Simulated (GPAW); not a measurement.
## NbH2 in GPAW: convergence with plane-wave cutoff (eV)

The system is NbH2.

```
Nb H
1.0
     0.00000    2.28150    2.28150
     2.28150    0.00000    2.28150
     2.28150    2.28150    0.00000
Nb H
1 2
Direct
  0.00000 0.00000 0.00000
  0.75000 0.75000 0.75000
  0.25000 0.25000 0.25000
```

| Quantity | Value |
| --- | --- |
| Program | GPAW 26.7.0 |
| Task | convergence study |
| Functional | PBEsol |
| Potentials or basis | PAW data sets generated in the run's folder for this functional |
| Cutoff | 200 eV |
| Basis | pw |
| k mesh | 10 × 10 × 10 |
| Occupations | fermi-dirac, width 0.05 eV |
| Spin | no spin polarisation |

These are the settings of the first run; the series varies plane-wave cutoff (eV), with any setting tied to it.

Hardware: 1 thread of Arm Neoverse V2, with other jobs on the host.

```csv
plane-wave cutoff (eV),"energy less the tightest run, at zero smearing (meV/atom)",pressure (GPa),SCF cycles,CPU time (s),peak memory (GiB)
200,297.14,-12.84,9,6.3,0.12
250,153.72,-12.26,9,6.4,0.12
300,75.41,-10.04,9,7.5,0.12
350,40.55,-8.47,9,7.7,0.13
400,21.89,-7.49,9,8.4,0.13
500,6.74,-6.65,9,12,0.14
600,1.98,-6.37,9,12,0.15
800,0.15,-6.21,9,21,0.17
1000,0.00,-6.19,9,22,0.18
```

Against the tightest run, the energy stays within 1 meV/atom from 800 on; the pressure stays within 0.1 GPa from 800 on. The tightest run that finished is the yardstick and may itself not be fully converged.
